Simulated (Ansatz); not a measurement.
Field gradients of Zn₂InGaO₅ from run to run

Cell of run 1: a Materials Project structure (computed, not necessarily an observed phase), atoms as given.

Space group P6_3/mmc (No. 194); a = 3.3461, c = 22.7455 Å, γ = 120.00°.

| site | Wyckoff | site symmetry | x | y | z |
| --- | --- | --- | --- | --- | --- |
| Zn | 4f | 3m. | 0.3333 | 0.6667 | 0.6354 |
| In | 2a | -3m. | 0.0000 | 0.0000 | 0.5000 |
| Ga | 2b | -6m2 | 0.0000 | 0.0000 | 0.7500 |
| O9 | 4f | 3m. | 0.3333 | 0.6667 | 0.5481 |
| O10 | 4e | 3m. | 0.0000 | 0.0000 | 0.6622 |
| O11 | 2d | -6m2 | 0.3333 | 0.6667 | 0.7500 |

One atom of each set is listed.

All runs are DFT with Ansatz 0.2.0 (plane waves and PAW, scalar-relativistic unless spin–orbit coupling is named, Γ-centred meshes, Fermi–Dirac smearing where given) in this cell.

Run 1: PBE, atoms as given; 420 eV, 7×7×1 k-points, smearing 0.02 eV.
Run 2: r2SCAN, atoms as given; 500 eV, 7×7×1 k-points, smearing 0.02 eV.
Run 3: PBE with spin–orbit coupling, atoms as given; 420 eV, 7×7×1 k-points, smearing 0.02 eV.

| run | In V_zz (η) | O9 V_zz (η) | O11 V_zz (η) |
| --- | --- | --- | --- |
| 1 | 7.08 (0.00) | 1.10 (0.00) | -10.44 (0.00) |
| 2 | 6.95 (0.00) | 0.88 (0.00) | -10.64 (0.00) |
| 3 | ? | ? | ? |

V_zz in 10²¹ V/m²; 3 of the 6 sets of like atoms are followed.

**Question.** Estimate the row of run 3.

**Answer.** In: 7.04 (0.00); O9: 1.10 (0.00); O11: -10.44 (0.00). It lies nearest to run 1, from whose tensors on these sites it differs by 0.04 at most (largest principal value of the difference, on In). Taken one at a time, the functional (r2SCAN with its higher cutoff) moves the tensors on these sites by up to 0.22 (largest principal value of the change, on O9), spin–orbit coupling by 0.04 (In).

The cell isn't the equilibrium one in run 2 (calculated pressure -7 GPa), and the entry's cell may itself be off.
